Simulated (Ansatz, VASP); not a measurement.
## Two plane-wave programs on Al3Cu2

Contents of INCAR:

```
ALGO = Normal
EDIFF = 1E-7
ENCUT = 520
GGA = PS
ISIF = 2
ISMEAR = -1
KPAR = 2
LASPH = True
LCHARG = False
LREAL = False
LWAVE = False
NBANDS = 24
NELM = 60
PREC = Accurate
SIGMA = 0.05
```

File KPOINTS:

```
k-points
0
Gamma
  8 8 6
```

File POSCAR:

```
Al3Cu2
1.0
    4.0919516368      0.0000000000      0.0000000000
   -2.0459758184      3.5437340685      0.0000000000
    0.0000000000      0.0000000000      4.9927787000
Cu Al
2 3
Direct
    0.6666666667      0.3333333333      0.1604878700
    0.3333333333      0.6666666667      0.8395121300
    0.6666666667      0.3333333333      0.6500746500
    0.3333333333      0.6666666667      0.3499253500
    0.0000000000      0.0000000000      0.0000000000
```

Contents of input.yaml:

```yaml
crystal:
  lattice:
    - [4.0919516368, 0.0, 0.0]
    - [-2.0459758184, 3.5437340685, 0.0]
    - [0.0, 0.0, 4.9927787]
  atoms:
    - { symbol: Cu, position: [0.6666666667, 0.3333333333, 0.16048787] }
    - { symbol: Cu, position: [0.3333333333, 0.6666666667, 0.83951213] }
    - { symbol: Al, position: [0.6666666667, 0.3333333333, 0.65007465] }
    - { symbol: Al, position: [0.3333333333, 0.6666666667, 0.34992535] }
    - { symbol: Al, position: [0.0, 0.0, 0.0] }
hamiltonian:
  xc: pbesol
  pseudopotentials: { kind: paw }
kpoints:
  mp_grid: { grid: [8, 8, 6] }
scf:
  occupations: { method: fermi_dirac, width: 0.05 }
output:
  forces: true
  stress: true
  eigenvalues: true
  write_density: true
  write_potential: true
  elf: true
  volumetric_format: npy
```

The cell comes from a database or a generator and needn't be the stable form of this composition.

Alike in both runs: task single point; functional PBEsol; k mesh 8 × 8 × 6; occupations fermi-dirac, width 0.05 eV; no spin polarisation.

```csv
,VASP,Ansatz
version,VASP 6.6.1,Ansatz 0.2.0
potentials or method,"VASP PAW PBE potentials, release 64 (Cu, Al)",Ansatz PAW
plane-wave cutoff (eV),520,420
valence electrons in the cell,31,47
```

Ansatz gave:

- gap on the k mesh at the Fermi level (eV): none
- pressure (GPa): 0.2
- largest component of the traceless stress (GPa): 0.20
- rms of the force components (eV/Å): 0.029

**Question.** Which values does VASP return?

**Answer.** gap on the k mesh at the Fermi level (eV): none; pressure (GPa): 0.5; largest component of the traceless stress (GPa): 0.19; rms of the force components (eV/Å): 0.029.

Atom by atom the forces differ by 0.002 eV/Å (rms over components). A gap of «none» marks a metal or a gap that the smearing closes. The two sets of potentials don't hold the same shells in valence.

Caveats: the PAW data sets were made with another functional, which shifts forces and pressure a little (VASP); the PAW data sets come from PBE, with cores solved anew for the run's functional, which leaves a small shift of forces and pressure (Ansatz).
